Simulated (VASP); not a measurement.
Method: LDA (Ceperley-Alder, Perdew-Zunger), VASP's LDA PAW potentials (set 64) (plane waves; VASP 6.6.1).

Input for VASP

INCAR:
```
! general
SYSTEM   = MgF2
PREC     = Accurate
ENCUT    = 520
LREAL    = .FALSE.   ! projection in real space or not
LASPH    = .TRUE.

! electronic loop
EDIFF    = 1E-8
NELM     = 100   ! most electronic steps
ALGO     = Normal   ! blocked Davidson

! smearing
ISMEAR   = 0
SIGMA    = 0.01   ! width (eV)

! ions
IBRION   = 8
NSW      = 1

! output
LWAVE    = .FALSE.
LCHARG   = .FALSE.

! other
LEPSILON = .TRUE.
```

File KPOINTS:
```
Automatic mesh
0
Gamma
5 5 7
0 0 0
```

File POSCAR:
```
MgF2
1
    4.5323519141     0.0000000000     0.0000000000
    0.0000000000     4.5323519141     0.0000000000
    0.0000000000     0.0000000000     2.9991680484
Mg F
2 4
Direct
  0.0000000000   0.0000000000   0.0000000000
  0.5000000000   0.5000000000   0.5000000000
  0.3027590810   0.3027590810   0.0000000000
  0.8027590810   0.1972409190   0.5000000000
  0.1972409190   0.8027590810   0.5000000000
  0.6972409190   0.6972409190   0.0000000000
```

POTCAR, in this order: Mg F (LDA.64 set). Program: vasp_std.

Output

File OUTCAR:
```
 ion  position               nearest neighbor table
   1  0.000  0.000  0.000-   3 1.94   6 1.94   5 1.96   4 1.96   4 1.96   5 1.96   2 3.54   2 3.54
                             2 3.54   2 3.54   2 3.54   2 3.54   2 3.54   2 3.54
   2  0.500  0.500  0.500-   4 1.94   5 1.94   3 1.96   6 1.96   3 1.96   6 1.96   1 3.54   1 3.54
                             1 3.54   1 3.54   1 3.54   1 3.54   1 3.54   1 3.54
   3  0.303  0.303  0.000-   1 1.94   2 1.96   2 1.96
   4  0.803  0.197  0.500-   2 1.94   1 1.96   1 1.96
   5  0.197  0.803  0.500-   2 1.94   1 1.96   1 1.96
   6  0.697  0.697  0.000-   1 1.94   2 1.96   2 1.96
  LATTYP: Found a simple tetragonal cell.
 ALAT       =     4.5323519141
 C/A-ratio  =     0.6617244436
 Subroutine PRICEL returns:
 Original cell was already a primitive cell.
 Subroutine GETGRP returns: Found 16 space group operations
The static configuration has the point symmetry D_2h.
 The point group associated with its full space group is D_4h.
The dynamic configuration has the point symmetry D_2h.
 Subroutine INISYM returns: Found 16 space group operations
 Subroutine IBZKPT returns following result:
 Found     24 irreducible k-points:

 Following reciprocal coordinates:
            Coordinates               Weight
  0.000000  0.000000  0.000000      1.000000
  0.200000  0.000000  0.000000      4.000000
  0.400000  0.000000  0.000000      4.000000
  0.200000  0.200000  0.000000      4.000000
  0.400000  0.200000  0.000000      8.000000
  0.400000  0.400000  0.000000      4.000000
  0.000000  0.000000  0.142857      2.000000
  0.200000  0.000000  0.142857      8.000000
  0.400000  0.000000  0.142857      8.000000
  0.200000  0.200000  0.142857      8.000000
  0.400000  0.200000  0.142857     16.000000
  0.400000  0.400000  0.142857      8.000000
  0.000000  0.000000  0.285714      2.000000
  0.200000  0.000000  0.285714      8.000000
  0.400000  0.000000  0.285714      8.000000
  0.200000  0.200000  0.285714      8.000000
...
```

### OSZICAR
```
...
RMM:   7    -0.182667636093E+00   -0.13169E-04   -0.12637E-07  2435   0.354E-03    0.179E-03
RMM:   8    -0.182696407874E+00   -0.28772E-04   -0.22418E-07  2363   0.384E-03    0.322E-04
RMM:   9    -0.182694314915E+00    0.20930E-05   -0.14404E-08  2360   0.747E-04    0.683E-05
RMM:  10    -0.182694379437E+00   -0.64522E-07   -0.26581E-09  1971   0.142E-04    0.280E-05
RMM:  11    -0.182694418567E+00   -0.39130E-07   -0.34860E-10  1032   0.599E-05    0.885E-06
 Linear response to external field, progress :
  Direction:   2
       N       E                     dE             d eps       ncg     rms          rms(c)
RMM:   1    -0.181233618403E+00   -0.18123E+00   -0.32856E-01  2616   0.239E+00
RMM:   2    -0.179720621218E+00    0.15130E-02   -0.34021E-03  2379   0.404E-01    0.661E-01
RMM:   3    -0.175663995208E+00    0.40566E-02   -0.23300E-03  2138   0.398E-01    0.387E-01
RMM:   4    -0.181659234769E+00   -0.59952E-02   -0.38511E-03  2148   0.523E-01    0.331E-02
RMM:   5    -0.182320849262E+00   -0.66161E-03   -0.59417E-05  2461   0.662E-02    0.184E-02
RMM:   6    -0.182654464954E+00   -0.33362E-03   -0.93507E-06  2316   0.234E-02    0.301E-03
RMM:   7    -0.182667632345E+00   -0.13167E-04   -0.13057E-07  2435   0.354E-03    0.179E-03
RMM:   8    -0.182696408613E+00   -0.28776E-04   -0.22843E-07  2363   0.384E-03    0.322E-04
RMM:   9    -0.182694314513E+00    0.20941E-05   -0.18359E-08  2362   0.747E-04    0.683E-05
RMM:  10    -0.182694377923E+00   -0.63410E-07   -0.64591E-09  1975   0.142E-04    0.280E-05
RMM:  11    -0.182694419238E+00   -0.41314E-07   -0.35407E-09  1029   0.601E-05    0.879E-06
 Linear response to external field, progress :
  Direction:   3
       N       E                     dE             d eps       ncg     rms          rms(c)
RMM:   1    -0.189162472280E+00   -0.18916E+00   -0.34176E-01  1636   0.238E+00
RMM:   2    -0.187331924194E+00    0.18305E-02   -0.29138E-03  1550   0.368E-01    0.681E-01
RMM:   3    -0.182042359673E+00    0.52896E-02   -0.27629E-03  1303   0.429E-01    0.397E-01
RMM:   4    -0.188351139845E+00   -0.63088E-02   -0.56839E-03  1372   0.593E-01    0.360E-02
RMM:   5    -0.189093519738E+00   -0.74238E-03   -0.73624E-05  1520   0.757E-02    0.339E-03
RMM:   6    -0.189162782551E+00   -0.69263E-04   -0.13172E-06  1573   0.825E-03    0.181E-03
RMM:   7    -0.189179240019E+00   -0.16457E-04   -0.37503E-08  1517   0.169E-03    0.298E-04
RMM:   8    -0.189181660988E+00   -0.24210E-05    0.65284E-10  1507   0.357E-04    0.534E-05
RMM:   9    -0.189181296666E+00    0.36432E-06    0.26454E-09  1045   0.989E-05    0.964E-06
 Linear response DOF=           4
 Linear response progress:
  Degree of freedom:   1/  4
       N       E                     dE             d eps       ncg     rms          rms(c)
RMM:   1    -0.122626200349E-01   -0.12263E-01   -0.47453E-02  6181   0.114E+00
RMM:   2    -0.328416654384E-02    0.89785E-02   -0.26942E-03  3449   0.291E-01    0.497E-02
RMM:   3    -0.300216236676E-02    0.28200E-03   -0.17229E-04  3542   0.520E-02    0.306E-02
RMM:   4    -0.288265266725E-02    0.11951E-03   -0.10249E-04  3662   0.688E-02    0.577E-03
RMM:   5    -0.287769296593E-02    0.49597E-05   -0.67196E-06  3430   0.127E-02    0.309E-03
RMM:   6    -0.287735924021E-02    0.33373E-06   -0.10072E-06  3569   0.508E-03    0.130E-03
RMM:   7    -0.287702068774E-02    0.33855E-06   -0.27557E-07  3578   0.239E-03    0.359E-04
RMM:   8    -0.287715586954E-02   -0.13518E-06    0.30048E-08  3588   0.805E-04    0.147E-04
RMM:   9    -0.287721395042E-02   -0.58081E-07   -0.20678E-08  3630   0.246E-04    0.255E-05
RMM:  10    -0.287724206024E-02   -0.28110E-07   -0.28786E-08  3636   0.904E-05    0.198E-05
RMM:  11    -0.287723936484E-02    0.26954E-08   -0.43046E-08  3610   0.375E-05    0.264E-06
 Linear response progress:
  Degree of freedom:   2/  4
       N       E                     dE             d eps       ncg     rms          rms(c)
RMM:   1    -0.261218296337E-02   -0.26122E-02    0.30413E-03  2560   0.674E-01
RMM:   2    -0.244852346936E-02    0.16366E-03   -0.18668E-04  2208   0.103E-01    0.414E-02
RMM:   3    -0.241858509698E-02    0.29938E-04   -0.20615E-05  2353   0.319E-02    0.237E-02
RMM:   4    -0.241696039878E-02    0.16247E-05   -0.27974E-05  2359   0.355E-02    0.241E-03
RMM:   5    -0.241494225708E-02    0.20181E-05   -0.41626E-07  2378   0.469E-03    0.490E-04
RMM:   6    -0.241501709860E-02   -0.74842E-07   -0.90190E-09  2386   0.595E-04    0.224E-04
RMM:   7    -0.241469332596E-02    0.32377E-06   -0.50087E-10  2416   0.277E-04    0.256E-05
RMM:   8    -0.241472914301E-02   -0.35817E-07   -0.21353E-10  2422   0.458E-05    0.995E-06
RMM:   9    -0.241471304754E-02    0.16095E-07    0.18055E-10  2412   0.199E-05    0.639E-07
RMM:  10    -0.241471357861E-02   -0.53107E-09    0.15068E-10  1586   0.233E-06    0.199E-07
 Linear response progress:
  Degree of freedom:   3/  4
       N       E                     dE             d eps       ncg     rms          rms(c)
RMM:   1    -0.532205755838E+00   -0.53221E+00    0.65270E-01  3696   0.515E+00
RMM:   2    -0.530310205544E+00    0.18956E-02   -0.61489E-03  3293   0.658E-01    0.101E-01
RMM:   3    -0.531570519148E+00   -0.12603E-02   -0.50841E-04  2896   0.167E-01    0.528E-02
RMM:   4    -0.533264103885E+00   -0.16936E-02   -0.49779E-04  2970   0.146E-01    0.105E-02
RMM:   5    -0.533252345480E+00    0.11758E-04   -0.19280E-05  3367   0.276E-02    0.353E-03
RMM:   6    -0.533224437147E+00    0.27908E-04   -0.75499E-07  3595   0.596E-03    0.674E-04
RMM:   7    -0.533239204894E+00   -0.14768E-04    0.54530E-09  3303   0.126E-03    0.286E-04
RMM:   8    -0.533237221716E+00    0.19832E-05    0.17341E-09  3632   0.401E-04    0.737E-05
RMM:   9    -0.533237518230E+00   -0.29651E-06    0.92633E-10  3527   0.904E-05    0.258E-05
RMM:  10    -0.533237467983E+00    0.50247E-07    0.15027E-09  3587   0.375E-05    0.873E-06
RMM:  11    -0.533237560056E+00   -0.92073E-07    0.58308E-10  3651   0.227E-05    0.232E-06
RMM:  12    -0.533237541459E+00    0.18597E-07   -0.24728E-10  3318   0.158E-05    0.465E-07
RMM:  13    -0.533237544544E+00   -0.30844E-08   -0.18713E-09  2073   0.130E-05    0.151E-07
 Linear response progress:
  Degree of freedom:   4/  4
       N       E                     dE             d eps       ncg     rms          rms(c)
RMM:   1    -0.515954343045E+00   -0.51595E+00    0.67821E-01  3689   0.508E+00
RMM:   2    -0.514719548076E+00    0.12348E-02   -0.54165E-03  3325   0.626E-01    0.104E-01
RMM:   3    -0.516151068158E+00   -0.14315E-02   -0.39816E-04  2891   0.153E-01    0.556E-02
RMM:   4    -0.518090572140E+00   -0.19395E-02   -0.37490E-04  2979   0.132E-01    0.108E-02
RMM:   5    -0.518113179174E+00   -0.22607E-04   -0.92011E-06  3484   0.199E-02    0.126E-03
RMM:   6    -0.518076234237E+00    0.36945E-04   -0.17612E-07  3138   0.314E-03    0.514E-04
RMM:   7    -0.518077666682E+00   -0.14324E-05   -0.16557E-08  3664   0.881E-04    0.604E-05
RMM:   8    -0.518076473183E+00    0.11935E-05   -0.50876E-10  3466   0.121E-04    0.249E-05
RMM:   9    -0.518076535519E+00   -0.62336E-07   -0.23569E-10  3713   0.405E-05    0.429E-06
RMM:  10    -0.518076563782E+00   -0.28263E-07   -0.18095E-10  3315   0.150E-05    0.165E-06
RMM:  11    -0.518076558040E+00    0.57417E-08   -0.62176E-11  2666   0.132E-05    0.293E-07
 Linear response finished
```

**OUTCAR**
```
------------------------ aborting loop because EDIFF is reached ----------------------------------------

 HEAD OF MICROSCOPIC STATIC DIELECTRIC TENSOR (INDEPENDENT PARTICLE, excluding Hartree and local field effects)
 ------------------------------------------------------
           2.055779    -0.000000     0.000000
          -0.000000     2.055779     0.000000
           0.000000     0.000000     2.100475
 ------------------------------------------------------

 MACROSCOPIC STATIC DIELECTRIC TENSOR (including local field effects in DFT)
 ------------------------------------------------------
           2.005899     0.000000     0.000000
           0.000000     2.005899     0.000000
           0.000000     0.000000     2.038599
 ------------------------------------------------------

 PIEZOELECTRIC TENSOR (including local field effects)  for field in x, y, z        (e  Angst)
          XX          YY          ZZ          XY          YZ          ZX
  --------------------------------------------------------------------------------
  x     0.00000     0.00000     0.00000     0.00000     0.00000     0.00000
  y     0.00000     0.00000     0.00000     0.00000     0.00000     0.00000
  z     0.00000     0.00000     0.00000     0.00000     0.00000     0.00000

 PIEZOELECTRIC TENSOR (including local field effects)  for field in x, y, z        (C/m^2)
          XX          YY          ZZ          XY          YZ          ZX
  --------------------------------------------------------------------------------
  x     0.00000     0.00000     0.00000     0.00000     0.00000     0.00000
  y     0.00000     0.00000     0.00000     0.00000     0.00000     0.00000
  z     0.00000     0.00000     0.00000     0.00000     0.00000     0.00000

 BORN EFFECTIVE CHARGES (including local field effects) (in |e|, cummulative output)
 ---------------------------------------------------------------------------------
 ion    1
    1     1.94843     0.03118     0.00000
    2     0.03118     1.94843     0.00000
    3     0.00000     0.00000     2.03669
 ion    2
    1     1.94843    -0.03118     0.00000
    2    -0.03118     1.94843     0.00000
    3     0.00000     0.00000     2.03669
 ion    3
    1    -0.97421    -0.18756     0.00000
    2    -0.18756    -0.97421     0.00000
    3     0.00000     0.00000    -1.01835
 ion    4
    1    -0.97421     0.18756     0.00000
    2     0.18756    -0.97421     0.00000
    3     0.00000     0.00000    -1.01835
 ion    5
    1    -0.97421     0.18756     0.00000
    2     0.18756    -0.97421     0.00000
    3     0.00000     0.00000    -1.01835
 ion    6
    1    -0.97421    -0.18756     0.00000
    2    -0.18756    -0.97421     0.00000
    3     0.00000     0.00000    -1.01835

   1 f  =   16.211193 THz   101.857933 2PiTHz  540.747209 cm-1    67.044079 meV
             X         Y         Z           dx          dy          dz
      0.000000  0.000000  0.000000     0.000000    0.000000   -0.000000
      2.266176  2.266176  1.499584     0.000000    0.000000    0.000000
      1.372211  1.372211  0.000000    -0.353553   -0.353553    0.000000
      3.638387  0.893965  1.499584     0.353553   -0.353553    0.000000
      0.893965  3.638387  1.499584    -0.353553    0.353553    0.000000
      3.160141  3.160141  0.000000     0.353553    0.353553   -0.000000

   2 f  =   15.047353 THz    94.545306 2PiTHz  501.925661 cm-1    62.230823 meV
             X         Y         Z           dx          dy          dz
      0.000000  0.000000  0.000000    -0.376848   -0.235258   -0.000000
      2.266176  2.266176  1.499584    -0.351200   -0.191504    0.000000
      1.372211  1.372211  0.000000     0.368800    0.398484   -0.000000
      3.638387  0.893965  1.499584     0.043201   -0.156981    0.000000
      0.893965  3.638387  1.499584     0.043201   -0.156981    0.000000
      3.160141  3.160141  0.000000     0.368800    0.398484   -0.000000

   3 f  =   15.047353 THz    94.545306 2PiTHz  501.925661 cm-1    62.230823 meV
             X         Y         Z           dx          dy          dz
      0.000000  0.000000  0.000000     0.191504   -0.351200   -0.000000
      2.266176  2.266176  1.499584     0.235258   -0.376848    0.000000
      1.372211  1.372211  0.000000     0.156981    0.043201    0.000000
      3.638387  0.893965  1.499584    -0.398484    0.368800   -0.000000
      0.893965  3.638387  1.499584    -0.398484    0.368800    0.000000
      3.160141  3.160141  0.000000     0.156981    0.043201   -0.000000

   4 f  =   13.955752 THz    87.686578 2PiTHz  465.513790 cm-1    57.716328 meV
             X         Y         Z           dx          dy          dz
      0.000000  0.000000  0.000000     0.000000    0.000000   -0.488141
      2.266176  2.266176  1.499584     0.000000    0.000000    0.488141
      1.372211  1.372211  0.000000    -0.000000   -0.000000   -0.361745
      3.638387  0.893965  1.499584    -0.000000    0.000000    0.361745
      0.893965  3.638387  1.499584     0.000000   -0.000000    0.361745
      3.160141  3.160141  0.000000    -0.000000   -0.000000   -0.361745

   5 f  =   13.266722 THz    83.357270 2PiTHz  442.530197 cm-1    54.866727 meV
             X         Y         Z           dx          dy          dz
      0.000000  0.000000  0.000000    -0.000000   -0.000000    0.000000
      2.266176  2.266176  1.499584     0.000000    0.000000    0.000000
      1.372211  1.372211  0.000000    -0.353553   -0.353553   -0.000000
      3.638387  0.893965  1.499584    -0.353553    0.353553   -0.000000
      0.893965  3.638387  1.499584     0.353553   -0.353553   -0.000000
      3.160141  3.160141  0.000000     0.353553    0.353553   -0.000000

   6 f  =   13.210442 THz    83.003655 2PiTHz  440.652914 cm-1    54.633974 meV
             X         Y         Z           dx          dy          dz
      0.000000  0.000000  0.000000     0.000000   -0.000000   -0.551966
      2.266176  2.266176  1.499584    -0.000000    0.000000   -0.551966
      1.372211  1.372211  0.000000    -0.000000   -0.000000    0.312516
      3.638387  0.893965  1.499584    -0.000000    0.000000    0.312516
      0.893965  3.638387  1.499584     0.000000   -0.000000    0.312516
      3.160141  3.160141  0.000000     0.000000    0.000000    0.312516
...
```
(Selected blocks of OUTCAR.)

The compound is MgF2 in the rutile structure. It was relaxed first, which changed the volume by -5 %.
